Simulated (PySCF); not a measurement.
## Unknowns

Gas phase, a single conformation, equivalent nuclei averaged, non-relativistic. NMR shieldings at PBE0/pcSseg-1/GIAO; geometry: PBE0-D3(BJ)/def2-SVP; J: B3LYP/pcJ-1 (spin–dipole term left out of most H,H and C,H couplings); PySCF 2.14.

Chemical shifts δ = σref − σ; TMS for ¹H (31.27 ppm) and ¹³C (184.41 ppm), all at this level. Multiplet labels drop J under 1 Hz and among equivalent protons, and merge close values. Unscaled 3J(H,H) run several per cent high. One-bond C–F couplings are unscaled and too large by tens of Hz. Acid and N–H amide carbonyl carbons lie up to 10 ppm further downfield in solution (hydrogen bonding). Shifts are as computed. Against solution values, carbons near 30 ppm lie about +2 ppm off and those near 130 ppm about +5 ppm. Of 1211 compounds with measured shifts, 218 miss one by over three times the rms of a fit or turn the order of signals round; such compounds aren't used in these exercises. OH and NH positions are gas-phase values without hydrogen bonding to other molecules.

Problem. C4H6. ¹H NMR (300 MHz, computed): δ 1.41 (t, J = 2.9 Hz, 2H), 1.24 (t, J = 2.9 Hz, 2H), 0.40 (s, 2H). ¹³C{¹H} NMR (computed): δ 30.4 (CH2), -2.4 (CH). Give a structure.

Solution. Bicyclo[1.1.0]butane. The formula gives 2 degrees of unsaturation (2 rings in the answer). 2 carbon signals for 4 carbons: some carbons are equivalent by symmetry or fast rotation. Carbon types of the structure: 2 × CH, 2 × CH2, which accounts for all hydrogens. δC 30.4, -2.4: three-membered-ring carbon. δH 1.41, 1.24, 0.40: hydrogen on a three-membered-ring carbon; cyclopropane-type protons are shielded by the ring.

Problem. C3H3F3O2. ¹H NMR (400 MHz, computed): δ 5.99 (br s, 1H), 2.84 (q, J = 10.1 Hz, 2H). ¹³C{¹H} NMR (computed): δ 167.8 (C, q, J = 3.6 Hz), 128.8 (C, q, J = 344.4 Hz), 42.3 (CH2, q, J = 34.3 Hz). Give a structure.

Solution. SMILES O=C(O)CC(F)(F)F. Rings plus π bonds: 1 (no ring in the answer). 3 carbon signals for 3 carbons: no two carbons are equivalent. Carbon types of the structure: 2 × C, 1 × CH2, leaving 1 H on heteroatoms. δC 167.8: carboxylic acid carbon; it is a carbonyl in resonance with an O or N lone pair, the region of acids, esters and amides. δC 128.8: CF3 carbon; 3 electronegative neighbours deshield it. δC 42.3: sp3 CH2 α to a carbonyl; α to the electron-withdrawing carbonyl group. δH 5.99: hydrogen on an acid hydroxyl oxygen; exchangeable; this is the value without hydrogen bonding to other molecules.

The data come from this structure; uniqueness wasn't tested.
